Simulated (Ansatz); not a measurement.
Set up this calculation in Ansatz 0.2.0, as the native input.

```
Task                  : relaxation of cell and atoms
Functional            : PBEsol
Potentials or basis   : Ansatz PAW
Cutoff                : 420 eV (not typed: the program's choice for these potentials)
k mesh                : 11 × 11 × 3
Occupations           : fermi-dirac, width 0.05 eV
Spin                  : no spin polarisation
Target pressure       : 30 GPa
Target pressure (GPa) : 30
```

Crystal: Re.

```xyz
4
Lattice="2.7664 0.0000 0.0000 -1.3832 2.3958 0.0000 0.0000 0.0000 8.9388" Properties=species:S:1:pos:R:3 pbc="T T T"
Re    1.3832    0.7986    6.7041
Re    0.0000    0.0000    4.4694
Re    0.0000    1.5972    2.2347
Re    0.0000    0.0000    0.0000
```

The input as run:

input.yaml

```yaml
crystal:
  lattice:
    - [2.7663873939, 0.0, 0.0]
    - [-1.3831936969, 2.3957617598, 0.0]
    - [0.0, 0.0, 8.93884516]
  atoms:
    - { symbol: Re, position: [0.6666666667, 0.3333333333, 0.75] }
    - { symbol: Re, position: [0.0, 0.0, 0.5] }
    - { symbol: Re, position: [0.3333333333, 0.6666666667, 0.25] }
    - { symbol: Re, position: [0.0, 0.0, 0.0] }
hamiltonian:
  xc: pbesol
  pseudopotentials: { kind: paw }
kpoints:
  mp_grid: { grid: [11, 11, 3] }
scf:
  occupations: { method: fermi_dirac, width: 0.05 }
output:
  forces: true
  stress: true
  eigenvalues: true
relax:
  f_tol: 0.01
  max_steps: 40
  cell: { stress_tol: 0.05, p_target: 30.0 }
```

Potentials or basis: Ansatz PAW.

Command:

```bash
$ ansatz run input.yaml --threads 2 --pin off --max-ram 5632MiB --backend cpu --events-out ev --progress --plain --runs-dir out
```

It gave:

The relaxed volume is 13.61 Å³/atom and the relaxed cell is a = 2.690 Å, b = 2.690 Å, c = 8.689 Å, α = 90.00°, β = 90.00°, γ = 120.00°. The space group after relaxing (to 0.05 Å) is P6_3/mmc (No. 194). The energy change on relaxing (the enthalpy is what falls) is +77.1 meV/atom, the ionic steps are 6 and the pressure after relaxing is 30.0 GPa. The band gap on the k mesh is none (metal or under the smearing width).

Caveat: the plane-wave basis is chosen anew once the cell has moved, so the energies of steps on either side of that aren't comparable; the PAW data sets come from PBE, with cores solved anew for the run's functional, which leaves a small shift of forces and pressure.

Wall time 15 s on 2 threads of Intel(R) Xeon(R) Platinum 8259CL CPU @ 2.50GHz (Skylake/Cascade Lake), on a shared host, peak memory 0.43 GiB.
